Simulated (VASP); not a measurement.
**KI: relaxation of the atoms with PBE+D3(BJ)**

Crystal: KI.

```xyz
2
Lattice="0.0000 3.4833 3.4833 3.4833 0.0000 3.4833 3.4833 3.4833 0.0000" Properties=species:S:1:pos:R:3 pbc="T T T"
K     0.0000    0.0000    0.0000
I     3.4833    3.4833    3.4833
```

The cell isn't the ideal one: a relaxed cell with its volume scaled by 0.98.

```json
{
 "Program": "VASP 6.6.1",
 "Task": "relaxation of the atoms",
 "Functional": "PBE",
 "Dispersion": "D3(BJ)",
 "Potentials or basis": "VASP PAW PBE potentials, release 64 (K_sv, I)",
 "Cutoff": "600 eV",
 "k mesh": "8 × 8 × 8",
 "Occupations": "gaussian, width 0.03 eV",
 "Spin": "no spin polarisation",
 "Further INCAR settings": "ALGO = Fast; EDIFF = 1e-07; IBRION = 2; EDIFFG = -0.01; NSW = 40"
}
```

| Item | Value |
| --- | --- |
| Pressure after relaxing | 0.3 GPa |
| Band gap on the k mesh | 4.07 eV, direct |
| Dispersion energy per atom | -0.238 eV |

Final structure:
```
CELL_PARAMETERS angstrom
0.00000 3.48328 3.48328
3.48328 0.00000 3.48328
3.48328 3.48328 0.00000
ATOMIC_POSITIONS crystal
K 0.00000 0.00000 0.00000
I 0.50000 0.50000 0.50000
```

Levels at points of the mesh, in eV from the valence-band top:
```tsv
k point	band 5	band 6	band 7	band 8	band 9	band 10	band 11	band 12
(0.00, 0.00, 0.00)	-10.57	0.00	0.00	0.00	4.07	6.48	6.48	6.48
(0.50, 0.00, 0.00)	-10.23	-1.42	-0.37	-0.37	5.57	7.84	8.23	8.23
(0.50, 0.50, 0.00)	-10.41	-1.06	-0.39	-0.39	4.86	5.87	8.15	9.02
```

Run time: 49 s on 1 thread of Intel(R) Xeon(R) Platinum 8259CL CPU @ 2.50GHz (Skylake/Cascade Lake) (shared host), peak memory 0.26 GiB.

Caveat: the relaxation stopped at its first step, so nothing moved; spin-orbit coupling is left out, which moves the levels of the heavy elements. A k mesh can miss the band edges.
